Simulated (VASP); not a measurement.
# GaP in VASP: one cell, several levels of theory

Aim: gap, levels, forces and stress of GaP (zincblende), under +5.0 % strain along z alone at fixed geometry. Runs: PBE, r2SCAN.

Program: VASP 6.6.1. PAW datasets, plane waves. Computed at 0 K without zero-point motion; spin polarisation is off.

**1. Starting point**

The cell comes from an earlier relaxation with r2SCAN in another program, then strained, with the atoms relaxed again.

The symmetry is I-4m2 (No. 119, tetragonal); conventional cell a = 3.854 Å, c = 5.723 Å, 21.26 Å³ an atom. Ga has 4 P at 2.40 Å; P has 4 Ga at 2.40 Å.

As a file:

```cif
data_structure
_symmetry_space_group_name_H-M 'P 1'
_symmetry_Int_Tables_number 1
_cell_length_a 3.9518
_cell_length_b 3.9518
_cell_length_c 3.8543
_cell_angle_alpha 60.813
_cell_angle_beta 60.813
_cell_angle_gamma 58.374
_cell_volume 42.51
loop_
_atom_site_label
_atom_site_type_symbol
_atom_site_fract_x
_atom_site_fract_y
_atom_site_fract_z
_atom_site_occupancy
Ga1 Ga 0.00000 0.00000 0.00000 1
P1 P 0.25000 0.25000 0.25000 1
```

**2. PBE at this geometry**

The input, INCAR:

```
ENCUT = 520.000000
SIGMA = 0.020000
EDIFF = 1.00e-07
GGA = PE
PREC = Accurate
IBRION = -1
ISIF = 2
ISMEAR = -1
NBANDS = 16
NELM = 120
NSW = 0
LASPH = .TRUE.
LCHARG = .FALSE.
LWAVE = .FALSE.
LREAL = .FALSE.
```

The input, KPOINTS:

```
KPOINTS created by Atomic Simulation Environment
0
Gamma
8 8 8
0 0 0
```

The input, KPOINTS_OPT:

```
special points
6
Reciprocal
0.0000000000 0.0000000000 0.0000000000 1
-0.5000000000 -0.5000000000 0.0000000000 1
-0.3750000000 -0.3750000000 0.2500000000 1
-0.3750000000 0.0000000000 0.3750000000 1
0.0000000000 0.0000000000 0.5000000000 1
-0.5000000000 -0.2500000000 0.2500000000 1
```

The input, POSCAR:

```
Ga P
 1.0000000000000000
     0.0000000000000000    2.7253992946999999    2.8616692594000002
     2.7253992946999999    0.0000000000000000    2.8616692594000002
     2.7253992946999999    2.7253992946999999    0.0000000000000000
 Ga  P
   1   1
Cartesian
  0.0000000000000000  0.0000000000000000  0.0000000000000000
  1.3626996473499997  1.3626996473499997  1.4308346297000001
```

Potentials: the recommended PBE PAW datasets, 18 valence electrons in the neutral cell.

Launch:

```sh
> mpirun -np 1 vasp_std
```

Printed to the terminal (iteration lines stand in OSZICAR):

```text
POSCAR found type information on POSCAR GaP
 POSCAR found :  2 types and       2 ions
 LDA part: xc-table for (Slater+PW92), standard interpolation
 POSCAR, INCAR and KPOINTS ok, starting setup
 FFT: planning ... GRIDC
 FFT: planning ... GRID_SOFT
 FFT: planning ... GRID
 WAVECAR not read
 entering main loop
 Start KPOINTS_OPT (optional k-point list driver)
k-point batch [1-6\6]
```

OSZICAR:

```text
N       E                     dE             d eps       ncg     rms          rms(c)
DAV:   1     0.845269438972E+02    0.84527E+02   -0.90542E+03  1920   0.157E+03
DAV:   2    -0.265829720294E+01   -0.87185E+02   -0.83224E+02  2192   0.317E+02
DAV:   3    -0.924977712046E+01   -0.65915E+01   -0.65676E+01  2312   0.671E+01
DAV:   4    -0.936088898436E+01   -0.11111E+00   -0.11106E+00  2440   0.948E+00
DAV:   5    -0.936316003552E+01   -0.22711E-02   -0.22710E-02  2352   0.120E+00    0.402E+00
DAV:   6    -0.912866648697E+01    0.23449E+00   -0.37864E-01  2920   0.992E+00    0.263E+00
DAV:   7    -0.910523257503E+01    0.23434E-01   -0.86537E-02  2504   0.191E+00    0.107E+00
DAV:   8    -0.910555041502E+01   -0.31784E-03   -0.12552E-02  2240   0.133E+00    0.161E-01
DAV:   9    -0.910595558920E+01   -0.40517E-03   -0.12764E-03  2456   0.503E-01    0.831E-02
DAV:  10    -0.910603412226E+01   -0.78533E-04   -0.11051E-04  2840   0.104E-01    0.423E-02
DAV:  11    -0.910610893514E+01   -0.74813E-04   -0.10423E-04  2288   0.844E-02    0.511E-03
DAV:  12    -0.910610854962E+01    0.38552E-06   -0.29789E-06  2280   0.217E-02    0.260E-03
DAV:  13    -0.910610885599E+01   -0.30637E-06   -0.82207E-07  2544   0.737E-03    0.187E-03
DAV:  14    -0.910610889342E+01   -0.37433E-07   -0.30692E-08  1952   0.140E-03
   1 F= -.91061089E+01 E0= -.91061089E+01  d E =-.887818E-11
       N       E                     dE             ncg
DAV:   1     0.179245023580E+04   -0.35502E+04      208
DAV:   2     0.133497197947E+04   -0.45748E+03      232
DAV:   3     0.129922059730E+04   -0.35751E+02      256
DAV:   4     0.129872753382E+04   -0.49306E+00      232
DAV:   5     0.129871904693E+04   -0.84869E-02      256
DAV:   6     0.129871861551E+04   -0.43143E-03      288
DAV:   7     0.129871861402E+04   -0.14885E-05      264
DAV:   8     0.129871861400E+04   -0.17039E-07      192
```

The lines after F= are the extra pass for the points of KPOINTS_OPT, at fixed density; their E is not a total energy.

Parts of OUTCAR:

```text
k-points           NKPTS =     59   k-points in BZ     NKDIM =     59   number of bands    NBANDS=     16

   NELECT =      18.0000    total number of electrons

   dimension x,y,z NGX =    30 NGY =   30 NGZ =   30
   dimension x,y,z NGXF=    60 NGYF=   60 NGZF=   60

  energy-cutoff  :      520.00
  volume of cell :       42.51
      direct lattice vectors                 reciprocal lattice vectors
     0.000000000  2.725399295  2.861669259    -0.183459356  0.183459356  0.174723196
     2.725399295  0.000000000  2.861669259     0.183459356 -0.183459356  0.174723196
     2.725399295  2.725399295  0.000000000     0.183459356  0.183459356 -0.174723196

 k-points in reciprocal lattice and weights: KPOINTS created by Atomic Simulation Env
   0.00000000  0.00000000  0.00000000       0.002
   0.12500000 -0.00000000  0.00000000       0.016
   0.25000000 -0.00000000  0.00000000       0.016
   0.37500000 -0.00000000  0.00000000       0.016
   0.50000000 -0.00000000  0.00000000       0.008
   0.12500000  0.12500000  0.00000000       0.004
   0.25000000  0.12500000  0.00000000       0.016
   0.37500000  0.12500000  0.00000000       0.016
[... 51 more k-points ...]

 E-fermi :   4.6556

 k-point     1 :       0.0000    0.0000    0.0000
  band No.  band energies     occupation
      1     -10.3235      2.00000
      2     -10.3083      2.00000
      3     -10.3083      2.00000
      4     -10.2330      2.00000
      5     -10.2245      2.00000
      6      -7.9633      2.00000
      7       3.9766      2.00000
      8       4.2613      2.00000
      9       4.2613      2.00000
     10       5.5710      0.00000
     11       8.0427      0.00000
     12       8.0427      0.00000
     13       8.1534      0.00000
     14      12.7403      0.00000
     15      13.4489      0.00000
     16      14.3201      0.00000

 k-point     2 :       0.1250   -0.0000    0.0000
  band No.  band energies     occupation
      1     -10.3272      2.00000
      2     -10.3113      2.00000
      3     -10.3045      2.00000
      4     -10.2334      2.00000
      5     -10.2240      2.00000
      6      -7.7737      2.00000
      7       2.5320      2.00000
      8       3.8481      2.00000
      9       4.0691      2.00000
     10       6.3296      0.00000
     11       8.3310      0.00000
     12       8.3800      0.00000
     13       8.6378      0.00000
     14      12.8980      0.00000
     15      13.6246      0.00000
     16      13.6774      0.00000

 k-point     3 :       0.2500   -0.0000    0.0000
  band No.  band energies     occupation
      1     -10.3487      2.00000
      2     -10.3053      2.00000
      3     -10.2963      2.00000
      4     -10.2334      2.00000
      5     -10.2216      2.00000
      6      -7.2371      2.00000
      7       0.3950      2.00000
      8       3.4007      2.00000
      9       3.7037      2.00000
     10       6.1246      0.00000
     11       8.8271      0.00000
     12       8.9445      0.00000
     13      10.2831      0.00000
     14      12.9377      0.00000
     15      13.2410      0.00000
     16      14.0565      0.00000

 k-point     4 :       0.3750   -0.0000    0.0000
  band No.  band energies     occupation
      1     -10.3707      2.00000
      2     -10.2989      2.00000
      3     -10.2901      2.00000
      4     -10.2313      2.00000
      5     -10.2172      2.00000
      6      -6.4961      2.00000
      7      -1.3891      2.00000
      8       3.0518      2.00000
      9       3.4206      2.00000
     10       5.7749      0.00000
     11       8.8474      0.00000
     12       9.1068      0.00000
     13      11.9855      0.00000
     14      13.6925      0.00000
     15      14.1616      0.00000
     16      14.4717      0.00000

 k-point     5 :       0.5000   -0.0000    0.0000
  band No.  band energies     occupation
      1     -10.3796      2.00000
      2     -10.2968      2.00000
      3     -10.2882      2.00000
      4     -10.2298      2.00000
      5     -10.2147      2.00000
      6      -6.0526      2.00000
      7      -2.1907      2.00000
      8       2.9252      2.00000
      9       3.3191      2.00000
     10       5.6437      0.00000
     11       8.7823      0.00000
     12       9.0742      0.00000
     13      12.3682      0.00000
     14      14.6595      0.00000
     15      15.5076      0.00000
     16      15.8200      0.00000

 k-point     6 :       0.1250    0.1250    0.0000
  band No.  band energies     occupation
      1     -10.3402      2.00000
      2     -10.3009      2.00000
      3     -10.3009      2.00000
      4     -10.2308      2.00000
      5     -10.2268      2.00000
      6      -7.7249      2.00000
      7       2.4064      2.00000
      8       3.6909      2.00000
      9       3.6910      2.00000
     10       6.9500      0.00000
     11       7.6581      0.00000
     12       8.9231      0.00000
     13       8.9231      0.00000
     14      11.8137      0.00000
     15      13.8769      0.00000
     16      14.5386      0.00000

 k-point     7 :       0.2500    0.1250    0.0000
  band No.  band energies     occupation
      1     -10.3562      2.00000
      2     -10.2964      2.00000
      3     -10.2924      2.00000
      4     -10.2290      2.00000
      5     -10.2281      2.00000
      6      -7.3144      2.00000
      7       0.8719      2.00000
      8       3.1057      2.00000
      9       3.2639      2.00000
     10       7.1099      0.00000
     11       8.0291      0.00000
     12       9.6642      0.00000
     13       9.6740      0.00000
     14      11.8243      0.00000
     15      14.3588      0.00000
     16      15.0543      0.00000

 k-point     8 :       0.3750    0.1250    0.0000
  band No.  band energies     occupation
      1     -10.3724      2.00000
      2     -10.2941      2.00000
      3     -10.2853      2.00000
      4     -10.2278      2.00000
      5     -10.2253      2.00000
      6      -6.6292      2.00000
      7      -0.8586      2.00000
      8       2.4379      2.00000
      9       3.0209      2.00000
     10       6.8729      0.00000
     11       8.4441      0.00000
     12       9.9237      0.00000
     13      10.6409      0.00000
     14      13.4365      0.00000
     15      14.8288      0.00000
     16      14.8832      0.00000

[... the tables of k-points 9 to 59 left out ...]

  Total       -0.0314860     -0.0314860     -1.0493696      0.0000000      0.0000000      0.0000000
  in kB       -1.1866393     -1.1866393    -39.5484387      0.0000000      0.0000000      0.0000000
  external PRESSURE =     -13.9739058 kB  Pullay stress =       0.0000000 kB

 POSITION                                       TOTAL-FORCE (eV/Angst)
 -----------------------------------------------------------------------------------
      0.00000      0.00000      0.00000        -0.000000     -0.000000     -0.000000
      1.36270      1.36270      1.43083         0.000000      0.000000      0.000000
 -----------------------------------------------------------------------------------
    total drift:                                0.000001      0.000001      0.000003

  FREE ENERGIE OF THE ION-ELECTRON SYSTEM (eV)
  ---------------------------------------------------
  free  energy   TOTEN  =        -9.1061088934 eV

  energy  without entropy=       -9.1061088934  energy(sigma->0) =       -9.10610889
```

Run time: 49 s. Hardware: 1 MPI rank of Intel Xeon Platinum 8488C, shared host; peak memory 0.21 GiB.

The levels at the points of KPOINTS_OPT are read from vasprun.xml.

Levels at the named points, in eV from the top of band v (v: the last filled band by count, c: the next):

```csv
point,v−1,v,c,c+1
Γ,0.00,0.00,1.31,3.78
X,-2.39,-2.39,1.88,2.07
U,-3.77,-1.98,2.41,4.95
K,-3.77,-2.31,2.00,4.45
L,-1.34,-0.94,1.38,4.52
W,-3.43,-3.28,4.68,4.71
```

Gap with PBE: 1.31 eV, direct (Γ). The pressure is -1.40 GPa; the forces vanish within 0.01 eV/Å.

[end of part 1 of 2]
